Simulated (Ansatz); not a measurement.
Computed properties of KF

```
K F
1.0
     4.54746    0.00000    0.00000
    -2.27373    3.93822    0.00000
     0.00000    0.00000    5.37522
K F
2 2
Direct
  0.33333 0.66667 0.93800
  0.66667 0.33333 0.43800
  0.33333 0.66667 0.43800
  0.66667 0.33333 0.93800
```

Atom numbers follow the list: K1, K2, F3, F4.

The cell was built from the wurtzite type and relaxed in the same program, and has space group P6_3/mmc; it needn't be a known or the stable phase. The relaxation left the symmetry of that type.

Methods: DFT, PBE, all-electron LAPW, scalar-relativistic (Ansatz 0.2.0); DFT, PBE, PAW with Ansatz's default frozen-core files, scalar-relativistic (Ansatz 0.2.0); DFT, PBE, all-electron PAW with datasets made for the crystal, scalar-relativistic (Ansatz 0.2.0).

For LAPW: a Γ-centred 11×11×6 k mesh, Fermi–Dirac smearing of 0.03 eV, basis error target 1 meV/atom, no spin polarisation. PAW takes a cutoff of 420 eV at this cell. The crystal-made all-electron datasets (AE datasets) take a cutoff of 240 eV at this cell. The Ansatz runs share mesh, smearing and spin set-up. Values come from LAPW unless marked.

```
Band gap              : 5.24 eV, direct at Γ
Pressure at this cell : 0.01 GPa
Volume per atom       : 24.07 Å³
```

(1) Give the computed value. Bader charges (from the PAW run).

(2) Give the computed value. Löwdin charges (with 0.16 e of the cell spilling out of the atomic basis, so their sizes and signs hang on that basis).

(3) Give the computed value. Field gradients Vzz (crystal-made datasets).

Results:

(1) K1 +0.86, F3 -0.86 e.

(2) K1 0.86, F3 -0.78 e.

(3) K1 -0.57 (η = 0.00), F3 -0.11 (η = 0.00) in 10²¹ V/m².
